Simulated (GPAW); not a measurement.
# C (P6_3/mmc) in GPAW: further runs

One crystal, C, is run at these levels: LDA, r2SCAN+D4, PBE; tasks: single point, relaxation of cell and atoms.

The COD entry that gives the cell may itself be a prediction, so a difference from it is no test against experiment.

Everything below comes from runs of GPAW 26.7.0. Logs are shortened: lines on timing, memory, paths and dates and some standing lists are left out, and cuts for length are marked. The log counts tension as positive stress, the text compression.

## Step 1: Starting point

Symmetry: P6_3/mmc, No. 194, hexagonal system. Conventional cell: a = 2.522 Å, b = 2.522 Å, c = 8.237 Å, α = 90.00°, β = 90.00°, γ = 120.00°. C (site symmetry 3m) has 4 C at 1.54 Å as nearest neighbours. C (site symmetry 3m) has 4 C at 1.54 Å as nearest neighbours.

This is a hexagonal form of diamond, not graphite.

## Step 2: Single point, LDA

Contents of run.py:

```python
from ase.dft.bandgap import bandgap
from ase.io import write
from ase.spacegroup import crystal
from ase.units import GPa
from gpaw import GPAW, PW

# C 4f
# C 4e
atoms = crystal(['C', 'C'],
                basis=[[0.6666666667, 0.3333333333, 0.84375],
                       [0.0, 0.0, 0.90625]],
                spacegroup=194, setting=1,  # P6_3/mmc
                cellpar=[2.5221, 2.5221, 8.2371, 90.0, 90.0, 120.0],
                primitive_cell=True)

calc = GPAW(mode=PW(600),
            xc='LDA',
            kpts={'size': (10, 10, 3), 'gamma': True},
            occupations={'name': 'fermi-dirac', 'width': 0.05},
            nbands=32,
            convergence={'density': 1e-05, 'energy': 1e-05},
            maxiter=80,
            txt='gpaw.txt')
atoms.calc = calc
energy = atoms.get_potential_energy()
forces = atoms.get_forces()
stress = atoms.get_stress()
calc.write('gs.gpw')
write('result.traj', atoms)
print(f'Energy: {energy:.6f} eV')
print('Forces (eV/A):')
print(forces.round(4))
print('Stress (GPa):', (stress / GPa).round(3))
print('Fermi level:', round(calc.get_fermi_level(), 4), 'eV')
print(f'Gap: {bandgap(calc)[0]:.4f} eV, direct: {bandgap(calc, direct=True)[0]:.4f} eV')
```

Potentials or basis: the program's PAW data sets (release 1.2.1) made for this functional, pw.

Started as:

```bash
OMP_NUM_THREADS=1 python run.py
```

gpaw.txt:

```text
__  _  _
 | _ |_)|_||  |
 |__||  | ||/\| - 26.7.0

Input parameters:
  mode=PW(ecut=600.0),
  convergence={'density': 1e-05, 'energy': 1e-05},
  kpts=MonkhorstPack(size=(10, 10, 3), gamma=True),
  maxiter=80,
  nbands=32,
  occupations=Occupations(name='fermi-dirac', width=0.05),
  xc=XC(name='LDA')

Diagonalizing LCAO Hamiltonian
Converting LCAO to pw mode

       C
           C
           C
       C

       CC

        C
       C

Atoms  # Å, Bohr magnetons
|   | symbol |         x |        y |        z |    initial magnetic moments |
|---|--------|-----------|----------|----------|-----------------------------|
| 0 |      C |  1.261050 | 0.728068 | 6.950053 | ( 0.0000,  0.0000,  0.0000) |
| 1 |      C | -0.000000 | 1.456135 | 2.831503 | ( 0.0000,  0.0000,  0.0000) |
| 2 |      C | -0.000000 | 1.456135 | 1.287047 | ( 0.0000,  0.0000,  0.0000) |
| 3 |      C |  1.261050 | 0.728068 | 5.405597 | ( 0.0000,  0.0000,  0.0000) |
| 4 |      C |  0.000000 | 0.000000 | 7.464872 | ( 0.0000,  0.0000,  0.0000) |
| 5 |      C |  0.000000 | 0.000000 | 3.346322 | ( 0.0000,  0.0000,  0.0000) |
| 6 |      C |  0.000000 | 0.000000 | 0.772228 | ( 0.0000,  0.0000,  0.0000) |
| 7 |      C |  0.000000 | 0.000000 | 4.890778 | ( 0.0000,  0.0000,  0.0000) |

Unit cell  # Å
| periodic |         x |        y |        z |  lengths |     angles |
|----------|-----------|----------|----------|----------|------------|
|      yes |  2.522100 | 0.000000 | 0.000000 | 2.522100 |  90.000000 |
|      yes | -1.261050 | 2.184203 | 0.000000 | 2.522100 |  90.000000 |
|      yes |  0.000000 | 0.000000 | 8.237100 | 8.237100 | 120.000000 |

Number of symmetries: 12
Symmetry operations  # r_c * U_cc + t_c -> r_c
|    | kind |            matrix            |
|----|------|------------------------------|
|  0 |  σ   |  1, 1, 0,  0,-1, 0,  0, 0, 1 |
|  1 |  S6  |  1, 1, 0, -1, 0, 0,  0, 0,-1 |
|  2 |  E   |  1, 0, 0,  0, 1, 0,  0, 0, 1 |
|  3 |  C2  |  1, 0, 0, -1,-1, 0,  0, 0,-1 |
|  4 |  C2  |  0, 1, 0,  1, 0, 0,  0, 0,-1 |
|  5 |  C3  |  0, 1, 0, -1,-1, 0,  0, 0, 1 |
|  6 |  S6  |  0,-1, 0,  1, 1, 0,  0, 0,-1 |
|  7 |  σ   |  0,-1, 0, -1, 0, 0,  0, 0, 1 |
|  8 |  σ   | -1, 0, 0,  1, 1, 0,  0, 0, 1 |
|  9 |  i   | -1, 0, 0,  0,-1, 0,  0, 0,-1 |
| 10 |  C3  | -1,-1, 0,  1, 0, 0,  0, 0, 1 |
| 11 |  C2  | -1,-1, 0,  0, 1, 0,  0, 0,-1 |

BZ-sampling:
  Number of BZ points: 300
  Number of IBZ points: 36

  Monkhorst-Pack size: [10, 10, 3]
  Monkhorst-Pack shift: [0.05, 0.05, 0.0]

K-points  # in reciprocal-cell coordinates
|     |                                coordinates |     weight |
|-----|--------------------------------------------|------------|
|   0 | (  0.00000000,   0.00000000,   0.00000000) | 0.00333333 |
|   1 | (  0.00000000,   0.00000000,   0.33333333) | 0.00666667 |
|   2 | (  0.10000000,   0.00000000,  -0.33333333) | 0.02000000 |
|   3 | (  0.10000000,   0.00000000,   0.00000000) | 0.02000000 |
|   4 | (  0.10000000,   0.00000000,   0.33333333) | 0.02000000 |
|   5 | (  0.20000000,  -0.10000000,   0.00000000) | 0.02000000 |
|   6 | (  0.20000000,  -0.10000000,   0.33333333) | 0.04000000 |
|   7 | (  0.20000000,   0.00000000,  -0.33333333) | 0.02000000 |
|   8 | (  0.20000000,   0.00000000,   0.00000000) | 0.02000000 |
|   9 | (  0.20000000,   0.00000000,   0.33333333) | 0.02000000 |
| ... |                                            |            |
|  35 | (  0.50000000,   0.50000000,   0.33333333) | 0.02000000 |

Plane wave coefficients: 1535
Cutoff: 600.0 eV

Spin-components: 1 (collinear spins)
Bands:           32
Projectors:      40
Spin-degeneracy: 2
Datatype:        complex128

Density:
  Valence electrons: 32.0
  Components: 1
  Grid points: [15 15 48]
  Charge: 0.0  # |e|

Potential:
  Grid points: [15 15 48]

species:
  C:
    name:    Carbon
    Z:       6.0
    valence: 4
    core:    2
    charge:  0.0  # [|e|]
    compensation charges:
      type: gauss
      rc: 0.20  # [Å]
      lmax: 2
    cutoffs:
      filter: 1.14  # [Å]
      core: 1.14  # [Å]
    projectors
    | kind |    occ | energy [eV] | rcut [Å] |
    |------|--------|-------------|----------|
    |   2s |  2.000 |     -13.639 |    0.635 |
    |   2p |  2.000 |      -5.414 |    0.635 |
    |    s |        |      13.573 |    0.635 |
    |    p |        |      21.797 |    0.635 |
    |    d |        |       0.000 |    0.635 |

    Using partial waves for C as LCAO basis

Reference energy: -8150.420302  # eV

eigensolver:
  PPCG
  Converge bands: occupied
  niter=2

density mixing:
  MSR1-Mixer
  Pratt-step length: 0.05
  Maximum mixing coefficient: 0.75
  Old densities: 10
  SVD Regularization: 0.005
  Good broyden scale: 1.0
  Trust region scale: 1.0
  Backstep threshold: 4.0
  History deletion threshold: 6.0
  Fourier metric: weight=20.0, sigma=0.015

occupation numbers:
  Fermi-Dirac:
    width: 0.0500  # eV

poisson solver:
  ecut: 4800.0  # eV

xc functional:
  name: None

convergence criteria:
- Maximum integral of absolute [dens]ity change: 1e-05 electrons / valence electron
- Maximum [total energy] change in last 3 cyles: 1e-05 eV / valence electron
- Maximum integral of absolute [eigenst]ate change: 4e-08 eV^2 / valence electron
maximum number of iterations: 80

SCF iterations
|iter     | |      energy | eigst |  dens |
|---------|-|-------------|-------|-------|
|iter:   1| |  -83.534863 | +0.10 |       |
|iter:   2| |  -83.192375 | -2.56 | -0.79 |
|iter:   3| |  -80.989777 | -1.28 | -0.82 |
|iter:   4| |  -80.950854 | -2.48 | -1.50 |
|iter:   5| |  -80.952585 | -4.23 | -2.21 |
|iter:   6| |  -80.952603 | -5.73 | -3.33 |
|iter:   7| |  -80.952595c| -6.50 | -3.65 |
|iter:   8| |  -80.952595c| -8.33c| -4.15 |
|iter:   9| |  -80.952595c| -9.03c| -5.53c|

Converged in 9 steps
Energy contributions relative to reference atoms: (reference = -8150.420302)

Energy contributions:
  Kinetic:          68.479270
  Coulomb:         -64.186691
  Zero:              0.143403
  External:          0.000000
  Xc:              -85.388577
  Entropy:          -0.000000
  Spinorbit:         0.000000
  ----------------------------
  Free energy:     -80.952595
  Extrapolated:    -80.952595

dipole moment: (-9.965599, -17.260925, 0.000016)  # |e|*Ang

Fermi level: 13.814
Eigenvalues  # (at kpt = [0.000, 0.000, 0.000])
| band index |      eig [eV] | occ [0-2] |
|------------|---------------|-----------|
|          0 |        -9.530 |     2.000 |
|        ... |               |           |
|          8 |         8.917 |     2.000 |
|          9 |         9.984 |     2.000 |
|         10 |         9.984 |     2.000 |
|         11 |        10.209 |     2.000 |
|         12 |        10.209 |     2.000 |
|         13 |        11.719 |     2.000 |
[... 8 lines left out ...]
|         22 |        19.833 |     0.000 |
|         23 |        19.833 |     0.000 |
|        ... |               |           |
|         31 |        28.852 |     0.000 |

Gap: 4.380 eV
Transition (v -> c):
  (s=0, k=0, n=15, [0.00, 0.00, 0.00]) -> (s=0, k=22, n=16, [0.40, 0.00, 0.00])
Direct/indirect transitions are different
Direct gap: 5.139 eV
Transition at: (s=0, k=0, n=15, [0.00, 0.00, 0.00])

Forces  # eV/Ang
|        x |        y |        z |
|----------|----------|----------|
| -0.00000 |  0.00000 |  0.32581 |  # C    0
|  0.00000 |  0.00000 |  0.32581 |  # C    1
|  0.00000 |  0.00000 | -0.32581 |  # C    2
| -0.00000 | -0.00000 | -0.32581 |  # C    3
|  0.00000 |  0.00000 |  0.33112 |  # C    4
| -0.00000 | -0.00000 |  0.33112 |  # C    5
| -0.00000 | -0.00000 | -0.33112 |  # C    6
| -0.00000 |  0.00000 | -0.33112 |  # C    7

Stress tensor  # eV/Ang^3
|         x |         y |         z |
|-----------|-----------|-----------|
|  0.101866 | -0.000000 |  0.000000 |
| -0.000000 |  0.101866 | -0.000000 |
|  0.000000 | -0.000000 |  0.024086 |

# Writing to gs.gpw (mode='')
```

stdout:

```text
Energy: -80.952595 eV
Forces (eV/A):
[[-0.      0.      0.3258]
 [ 0.      0.      0.3258]
 [ 0.      0.     -0.3258]
 [-0.     -0.     -0.3258]
 [ 0.      0.      0.3311]
 [-0.     -0.      0.3311]
 [-0.     -0.     -0.3311]
 [-0.      0.     -0.3311]]
Stress (GPa): [16.321 16.321  3.859 -0.     0.    -0.   ]
Fermi level: 13.8139 eV
Gap: 4.3795 eV, direct: 5.1389 eV
```

Wall time 28 s (1 thread of Arm Neoverse V2, shared host); peak memory 0.19 GiB.

Results:

```yaml
Free_energy: -80.9526 eV
Pressure: -12.2 GPa
Largest_force: 0.331 eV/Å
Band_gap_on_the_k_mesh: 4.38 eV, indirect (least direct gap 5.14 eV)
```

Forces on the atoms (eV/Å):
```
C    0.000  0.000  0.326
C    0.000  0.000  0.326
C    0.000  0.000 -0.326
C    0.000  0.000 -0.326
C    0.000  0.000  0.331
C    0.000  0.000  0.331
C    0.000  0.000 -0.331
C    0.000  0.000 -0.331
```

Levels at points of the mesh, in eV from the valence-band top:
| k point | band 14 | band 15 | band 16 | band 17 | band 18 | band 19 |
| --- | --- | --- | --- | --- | --- | --- |
| (0.00, 0.00, 0.00) | -0.22 | 0.00 | 0.00 | 5.14 | 5.14 | 5.66 |
| (0.50, 0.50, 0.00) | -4.52 | -3.70 | -2.92 | 4.42 | 5.57 | 5.80 |

Caveat: the cutoff is short for stress and forces, so pressures can be off by a GPa or more; an odd mesh through Γ misses points on the zone boundary, where band edges often lie.

## Step 3: Relaxation of cell and atoms, r2SCAN+D4

Contents of run.py:

```python
from ase.calculators.mixing import SumCalculator
from ase.filters import FrechetCellFilter
from ase.io import read, write
from ase.optimize import LBFGS
from dftd4.ase import DFTD4
from gpaw import GPAW, PW

atoms = read('C.cif')

calc = GPAW(mode=PW(800),
            xc='MGGA_X_R2SCAN+MGGA_C_R2SCAN',
            kpts={'size': (7, 7, 2), 'gamma': True},
            occupations={'name': 'fermi-dirac', 'width': 0.05},
            nbands=32,
            convergence={'density': 1e-05, 'energy': 1e-05},
            maxiter=150,
            txt='gpaw.txt')
atoms.calc = SumCalculator([calc, DFTD4(method='r2scan')])
opt = LBFGS(FrechetCellFilter(atoms), trajectory='relax.traj', logfile='-')
done = opt.run(fmax=0.02, steps=60)
calc.write('gs.gpw')
write('result.traj', atoms)
print('Converged:', done)
print('Cell:', atoms.cell.cellpar().round(4))
print('Volume:', round(atoms.get_volume(), 4))
print(atoms.get_scaled_positions().round(5))
```

Contents of C.cif:

```cif
data_C
_cell_length_a 2.52210000
_cell_length_b 2.52210000
_cell_length_c 8.23710000
_cell_angle_alpha 90.00000000
_cell_angle_beta 90.00000000
_cell_angle_gamma 120.00000000
_space_group_name_H-M_alt 'P1'
_space_group_name_Hall 'P 1'
_space_group_IT_number 1
loop_
_space_group_symop_operation_xyz
'x,y,z'
loop_
_atom_site_label
_atom_site_type_symbol
_atom_site_symmetry_multiplicity
_atom_site_Wyckoff_symbol
_atom_site_fract_x
_atom_site_fract_y
_atom_site_fract_z
_atom_site_occupancy
C1 C 1 a 0.6666666667 0.3333333333 0.8437500000 1
C2 C 1 a 0.3333333333 0.6666666667 0.3437500000 1
C3 C 1 a 0.6666666667 0.3333333333 0.6562500000 1
C4 C 1 a 0.3333333333 0.6666666667 0.1562500000 1
C5 C 1 a 0.0000000000 0.0000000000 0.9062500000 1
C6 C 1 a 0.0000000000 0.0000000000 0.4062500000 1
C7 C 1 a 0.0000000000 0.0000000000 0.5937500000 1
C8 C 1 a 0.0000000000 0.0000000000 0.0937500000 1
```

Potentials or basis: GPAW PAW data sets (gpaw-data 1.2.1), pw.

Started as:

```bash
OMP_NUM_THREADS=1 python run.py
```

It took 13 min on 1 thread of Intel Xeon at 2.70GHz, shared host; peak memory 0.38 GiB.

Results (log left out):

| Quantity | Value |
| --- | --- |
| Free energy | -79.3641 eV |
| Relaxed volume | 5.61 Å³/atom |
| Relaxed cell | a = 2.504 Å, b = 2.504 Å, c = 8.262 Å, α = 90.00°, β = 90.00°, γ = 120.00° |
| Space group after relaxing (to 0.05 Å) | P6_3/mmc (No. 194) |
| Energy gained by relaxing | 3.2 meV/atom |
| Ionic steps | 7 |
| Pressure after relaxing | 0.2 GPa |
| Largest force after relaxing | 0.011 eV/Å |
| Band gap on the k mesh | 4.82 eV, indirect (least direct gap 5.59 eV) |
| Dispersion energy per atom | -0.089 eV |

Forces on the atoms (eV/Å):
```
C    0.000  0.000 -0.011
C    0.000  0.000 -0.011
C    0.000  0.000  0.011
C    0.000  0.000  0.011
C    0.000  0.000 -0.010
C    0.000  0.000 -0.010
C    0.000  0.000  0.010
C    0.000  0.000  0.010
```

Step by step:
| step | energy change (eV) | largest force (eV/Å) | pressure (GPa) | volume (Å³) |
| --- | --- | --- | --- | --- |
| 1 | 0.0000 | 0.3603 | -4.69 | 45.38 |
| 2 | -0.0115 | 0.0954 | -4.33 | 45.34 |
| 3 | -0.0157 | 0.0640 | -3.68 | 45.27 |
| 4 | -0.0190 | 0.1327 | -2.73 | 45.17 |
| 5 | -0.0238 | 0.1505 | -0.85 | 44.98 |
| 6 | -0.0252 | 0.0726 | 0.08 | 44.89 |
| 7 | -0.0256 | 0.0109 | 0.17 | 44.88 |

Final structure:
```xyz
8
Lattice="2.5045 0.0000 0.0000 -1.2522 2.1689 0.0000 0.0000 0.0000 8.2620" Properties=species:S:1:pos:R:3 pbc="T T T"
C     1.2522    0.7230    6.9775
C     0.0000    1.4459    2.8465
C     1.2522    0.7230    5.4156
C     0.0000    1.4459    1.2846
C     0.0000    0.0000    7.4944
C     0.0000    0.0000    3.3634
C     0.0000    0.0000    4.8986
C     0.0000    0.0000    0.7676
```

Levels at points of the mesh, in eV from the valence-band top:
```
           k point  band 14  band 15  band 16  band 17  band 18  band 19
(0.00, 0.00, 0.00)    -0.24     0.00     0.00     5.59     5.60     5.78
(0.00, 0.00, 0.50)    -0.70    -0.70    -0.70     6.42     6.42     6.42
```

Caveat: the k mesh is coarse; later steps reuse the first step's grids; the PAW data sets were made with another functional, which shifts forces and pressure a little; an odd mesh through Γ misses points on the zone boundary, where band edges often lie. r2SCAN opens gaps a little over a GGA but as a rule still falls short of measured ones.

## Step 4: Single point, PBE

Contents of run.py:

```python
from ase.dft.bandgap import bandgap
from ase.io import read, write
from ase.units import GPa
from gpaw import GPAW, PW

atoms = read('POSCAR')

calc = GPAW(mode=PW(800),
            xc='PBE',
            kpts={'size': (5, 5, 2), 'gamma': True},
            occupations={'name': 'fermi-dirac', 'width': 0.05},
            nbands=32,
            convergence={'density': 1e-05, 'energy': 1e-05},
            maxiter=60,
            txt='gpaw.txt')
atoms.calc = calc
energy = atoms.get_potential_energy()
forces = atoms.get_forces()
stress = atoms.get_stress()
calc.write('gs.gpw')
write('result.traj', atoms)
print(f'Energy: {energy:.6f} eV')
print('Forces (eV/A):')
print(forces.round(4))
print('Stress (GPa):', (stress / GPa).round(3))
print('Fermi level:', round(calc.get_fermi_level(), 4), 'eV')
print(f'Gap: {bandgap(calc)[0]:.4f} eV, direct: {bandgap(calc, direct=True)[0]:.4f} eV')
```

Contents of POSCAR:

```
C
1.0
    2.5221000000      0.0000000000      0.0000000000
   -1.2610500000      2.1842026709      0.0000000000
    0.0000000000      0.0000000000      8.2371000000
C
8
Direct
    0.6666666667      0.3333333333      0.8437500000
    0.3333333333      0.6666666667      0.3437500000
    0.6666666667      0.3333333333      0.6562500000
    0.3333333333      0.6666666667      0.1562500000
    0.0000000000      0.0000000000      0.9062500000
    0.0000000000      0.0000000000      0.4062500000
    0.0000000000      0.0000000000      0.5937500000
    0.0000000000      0.0000000000      0.0937500000
```

Started as:

```bash
OMP_NUM_THREADS=1 python run.py
```

Wall time 19 s (1 thread of Intel Xeon at 2.70GHz, shared host); peak memory 0.19 GiB.

The run converged, but some of its settings lie outside the range that counts as converged, so its numbers aren't taken as properties of the crystal.

Results:

* Free energy: -72.6171 eV
* Pressure: 2.0 GPa
* Largest force: 0.348 eV/Å
* Band gap on the k mesh: 4.41 eV, indirect (least direct gap 5.19 eV)

Caveat: the k mesh is coarse (spacing up to 0.58 Å⁻¹), so the values aren't converged; an odd mesh through Γ misses points on the zone boundary, where band edges often lie.
